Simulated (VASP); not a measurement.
# Cu (Fm-3m) in VASP: notebook, part 2 of 2

VASP 6.6.1.

## (4) Elastic constants, PBE

POSCAR reads:

```
Cu
1.0
    0.0000000000      1.8100000000      1.8100000000
    1.8100000000      0.0000000000      1.8100000000
    1.8100000000      1.8100000000      0.0000000000
Cu
1
Direct
    0.0000000000      0.0000000000      0.0000000000
```

INCAR.step1 reads:

```
PREC = Accurate
ENCUT = 600
EDIFF = 1E-8
ISMEAR = 1
SIGMA = 0.15
LREAL = False
LASPH = True
NELM = 80
ALGO = Normal
ISIF = 3
LWAVE = False
LCHARG = False
GGA = PE
IBRION = 2
NSW = 40
EDIFFG = -0.002
KPAR = 2
```

INCAR.step2 reads:

```
PREC = Accurate
ENCUT = 600
EDIFF = 1E-8
ISMEAR = 1
SIGMA = 0.15
LREAL = False
LASPH = True
NELM = 80
ALGO = Normal
ISIF = 3
LWAVE = False
LCHARG = False
GGA = PE
IBRION = 6
NFREE = 2
POTIM = 0.015
NSW = 1
KPAR = 2
```

KPOINTS reads:

```
Automatic mesh
0
Gamma
  20 20 20
```

Started as:

```
$ cat potpaw_PBE.64/Cu/POTCAR > POTCAR
$ cp INCAR.step1 INCAR
$ mpirun -np 2 vasp_std > vasp.out
$ cp CONTCAR POSCAR
$ cp INCAR.step2 INCAR
$ mpirun -np 2 vasp_std > vasp.out
```

It took 9.8 min on 2 MPI ranks of Intel Xeon Platinum 8559C (Emerald Rapids), shared host; peak memory 0.59 GiB.

It converged, with:

* Relaxed volume: 12.01 Å³/atom
* Relaxed cell: a = 2.570 Å, b = 2.570 Å, c = 2.570 Å, α = 60.00°, β = 60.00°, γ = 60.00°
* Space group after relaxing (to 0.05 Å): Fm-3m (No. 225)
* Elastic constants C11, C12, C44: 176, 118, 81 GPa
* Voigt bulk modulus: 137 GPa

Step by step:
```tsv
step	energy change (eV)	largest force (eV/Å)	pressure (GPa)	volume (Å³)
1	0.0000	0.0000	1.76	11.86
2	-0.0006	0.0000	-0.85	12.08
3	-0.0008	0.0000	0.02	12.01
```

Final structure:
```yaml
crystal:
  lattice:
    - [0.00000, 1.81742, 1.81742]
    - [1.81742, 0.00000, 1.81742]
    - [1.81742, 1.81742, 0.00000]
  atoms:
    - { symbol: Cu, position: [0.00000, 0.00000, 0.00000] }
```

Elastic tensor in Voigt notation (GPa, in the Cartesian axes of the cell as first typed):
```
176 118 118   0   0   0
118 176 118   0   0   0
118 118 176   0   0   0
  0   0   0  81   0   0
  0   0   0   0  81   0
  0   0   0   0   0  81
```

Clamped-ion elastic tensor (GPa):
```
176 118 118   0   0   0
118 176 118   0   0   0
118 118 176   0   0   0
  0   0   0  81   0   0
  0   0   0   0  81   0
  0   0   0   0   0  81
```

## (5) Elastic constants, PBE

This run uses another cell than the first one, of 11.96 Å³/atom, 1.008 times its volume.

POSCAR reads:

```
Cu
1.0
    0.0000000000      1.8150000000      1.8150000000
    1.8150000000      0.0000000000      1.8150000000
    1.8150000000      1.8150000000      0.0000000000
Cu
1
Direct
    0.0000000000      0.0000000000      0.0000000000
```

INCAR.step1 reads:

```
ALGO = Normal
EDIFF = 1E-8
EDIFFG = -0.002
ENCUT = 600
GGA = PE
IBRION = 2
ISIF = 3
ISMEAR = 1
KPAR = 2
LASPH = True
LCHARG = False
LREAL = False
LWAVE = False
NELM = 80
NSW = 40
PREC = Accurate
SIGMA = 0.15
```

INCAR.step2 reads:

```
ALGO = Normal
EDIFF = 1E-8
ENCUT = 600
GGA = PE
IBRION = 6
ISIF = 3
ISMEAR = 1
KPAR = 2
LASPH = True
LCHARG = False
LREAL = False
LWAVE = False
NELM = 80
NFREE = 2
NSW = 1
POTIM = 0.015
PREC = Accurate
SIGMA = 0.15
```

KPOINTS reads:

```
k-points
0
Gamma
  28 28 28
```

Started as:

```
$ cat potpaw_PBE.64/Cu/POTCAR > POTCAR
$ cp INCAR.step1 INCAR
$ mpirun -np 2 vasp_std > vasp.out
$ cp CONTCAR POSCAR
$ cp INCAR.step2 INCAR
$ mpirun -np 2 vasp_std > vasp.out
```

It took 13 min on 2 MPI ranks of Intel Xeon 6975P-C (Granite Rapids), shared host; peak memory 1.4 GiB.

Results (log left out):

| Property | Result |
| --- | --- |
| Relaxed volume | 12.00 Å³/atom |
| Relaxed cell | a = 2.570 Å, b = 2.570 Å, c = 2.570 Å, α = 60.00°, β = 60.00°, γ = 60.00° |
| Space group after relaxing (to 0.05 Å) | Fm-3m (No. 225) |
| Elastic constants C11, C12, C44 | 179, 117, 84 GPa |
| Voigt bulk modulus | 138 GPa |

Final structure:
```xyz
1
Lattice="0.0000 1.8172 1.8172 1.8172 0.0000 1.8172 1.8172 1.8172 0.0000" Properties=species:S:1:pos:R:3 pbc="T T T"
Cu    0.0000    0.0000    0.0000
```

Elastic tensor in Voigt notation (GPa, in the Cartesian axes of the cell as first typed):
```
179 117 117   0   0   0
117 179 117   0   0   0
117 117 179   0   0   0
  0   0   0  84   0   0
  0   0   0   0  84   0
  0   0   0   0   0  84
```

Clamped-ion elastic tensor (GPa):
```
179 117 117   0   0   0
117 179 117   0   0   0
117 117 179   0   0   0
  0   0   0  84   0   0
  0   0   0   0  84   0
  0   0   0   0   0  84
```

## (6) Elastic constants, PBEsol

This run uses another cell than the first one, of 11.96 Å³/atom, 1.008 times its volume.

POSCAR is that of step 5.

INCAR.step1 reads:

```
SYSTEM = Cu
PREC = Accurate
ENCUT = 600
EDIFF = 1E-8
ISMEAR = 1
SIGMA = 0.15
LREAL = .False.
LASPH = .True.
NELM = 80
ALGO = Normal
ISIF = 3
LWAVE = .False.
LCHARG = .False.
GGA = PS
IBRION = 2
NSW = 40
EDIFFG = -0.002
KPAR = 2
```

INCAR.step2 reads:

```
SYSTEM = Cu
PREC = Accurate
ENCUT = 600
EDIFF = 1E-8
ISMEAR = 1
SIGMA = 0.15
LREAL = .False.
LASPH = .True.
NELM = 80
ALGO = Normal
ISIF = 3
LWAVE = .False.
LCHARG = .False.
GGA = PS
IBRION = 6
NFREE = 2
POTIM = 0.015
NSW = 1
KPAR = 2
```

KPOINTS reads:

```
Automatic mesh
0
Gamma
  28 28 28
  0 0 0
```

Potentials or basis: VASP PAW PBE potentials, release 64 (Cu).

Started as:

```
$ cat potpaw_PBE.64/Cu/POTCAR > POTCAR
$ cp INCAR.step1 INCAR
$ mpirun -np 2 vasp_std > vasp.out
$ cp CONTCAR POSCAR
$ cp INCAR.step2 INCAR
$ mpirun -np 2 vasp_std > vasp.out
```

OUTCAR:

```text
SYSTEM = Cu
   PREC = Accurate
   ENCUT = 600
   EDIFF = 1E-8
   ISMEAR = 1
   LREAL = .False.
   LASPH = .True.
   NELM = 80
   ISIF = 3
   GGA = PS
   IBRION = 6
   NFREE = 2
   POTIM = 0.015
   NSW = 1

 ion  position               nearest neighbor table
   1  0.000  0.000  0.000-

  LATTYP: Found a face centered cubic cell.
 ALAT       =     3.5685922288

  Lattice vectors:

 A1 = (   0.0000000000,   1.7842961144,   1.7842961144)
 A2 = (   1.7842961144,   0.0000000000,   1.7842961144)
 A3 = (   1.7842961144,   1.7842961144,   0.0000000000)

Analysis of symmetry for initial positions (statically):
=====================================================================
 Subroutine PRICEL returns:
 Original cell was already a primitive cell.
[... 694 lines left out ...]
  z     0.00000     0.00000     0.00000     0.00000    -0.00000     0.00000

 INTERNAL STRAIN TENSORS FROM DISPLACED ATOMS
 ============================================

 INTERNAL STRAIN TENSOR FOR ION    1 for displacements in x,y,z  (eV/Angst):
          X           Y           Z          XY          YZ          ZX
  --------------------------------------------------------------------------------
  x     0.00000     0.00000     0.00000     0.00000     0.00000     0.00000
  y     0.00000     0.00000     0.00000     0.00000     0.00000     0.00000
  z     0.00000     0.00000     0.00000     0.00000     0.00000     0.00000

 Eigenvectors and eigenvalues of the dynamical matrix
 ----------------------------------------------------

   1 f  =    0.000000 THz     0.000000 2PiTHz    0.000000 cm-1     0.000000 meV
             X         Y         Z           dx          dy          dz
      0.000000  0.000000  0.000000     1.000000    0.000000    0.000000

   2 f  =    0.000000 THz     0.000000 2PiTHz    0.000000 cm-1     0.000000 meV
             X         Y         Z           dx          dy          dz
      0.000000  0.000000  0.000000     0.000000    1.000000    0.000000

   3 f  =    0.000000 THz     0.000000 2PiTHz    0.000000 cm-1     0.000000 meV
             X         Y         Z           dx          dy          dz
      0.000000  0.000000  0.000000     0.000000    0.000000    1.000000

--------------------------------------------------------------------------------------------------------

 ELASTIC MODULI CONTR FROM IONIC RELAXATION (kBar)
 Direction    XX          YY          ZZ          XY          YZ          ZX
 --------------------------------------------------------------------------------
 XX           0.0000      0.0000      0.0000      0.0000      0.0000      0.0000
 YY           0.0000      0.0000      0.0000      0.0000      0.0000      0.0000
 ZZ           0.0000      0.0000      0.0000      0.0000      0.0000      0.0000
 XY           0.0000      0.0000      0.0000      0.0000      0.0000      0.0000
 YZ           0.0000      0.0000      0.0000      0.0000      0.0000      0.0000
 ZX           0.0000      0.0000      0.0000      0.0000      0.0000      0.0000
 --------------------------------------------------------------------------------

 TOTAL ELASTIC MODULI (kBar)
 Direction    XX          YY          ZZ          XY          YZ          ZX
 --------------------------------------------------------------------------------
 XX        2108.9514   1415.4130   1415.4130      0.0000      0.0000      0.0000
 YY        1415.4130   2108.9514   1415.4130      0.0000      0.0000      0.0000
 ZZ        1415.4130   1415.4130   2108.9514      0.0000     -0.0000     -0.0000
 XY           0.0000      0.0000      0.0000   1013.2996     -0.0000      0.0000
 YZ           0.0000      0.0000     -0.0000     -0.0000   1013.2996      0.0000
 ZX           0.0000      0.0000     -0.0000      0.0000      0.0000   1013.2996
 --------------------------------------------------------------------------------
```

Run time: 16 min. Hardware: 2 MPI ranks of AMD EPYC 9R45 (Zen 5), shared host; peak memory 1.2 GiB.

Results:

```
Relaxed volume                         : 11.36 Å³/atom
Relaxed cell                           : a = 2.523 Å, b = 2.523 Å, c = 2.523 Å, α = 60.00°, β = 60.00°, γ = 60.00°
Space group after relaxing (to 0.05 Å) : Fm-3m (No. 225)
Elastic constants C11, C12, C44        : 211, 142, 101 GPa
Voigt bulk modulus                     : 165 GPa
```

The path:
```csv
step,energy change (eV),largest force (eV/Å),pressure (GPa),volume (Å³)
1,0.0000,0.0000,-7.39,11.96
2,-0.0093,0.0000,5.26,11.03
3,-0.0145,0.0000,0.00,11.36
```

Final structure:
```
Cu
1.0
     0.00000    1.78430    1.78430
     1.78430    0.00000    1.78430
     1.78430    1.78430    0.00000
Cu
1
Direct
  0.00000 0.00000 0.00000
```

Elastic tensor in Voigt notation (GPa, in the Cartesian axes of the cell as first typed):
```
211 142 142   0   0   0
142 211 142   0   0   0
142 142 211   0   0   0
  0   0   0 101   0   0
  0   0   0   0 101   0
  0   0   0   0   0 101
```

Clamped-ion elastic tensor (GPa):
```
211 142 142   0   0   0
142 211 142   0   0   0
142 142 211   0   0   0
  0   0   0 101   0   0
  0   0   0   0 101   0
  0   0   0   0   0 101
```

Caveat: the PAW data sets were made with another functional, which shifts forces and pressure a little.
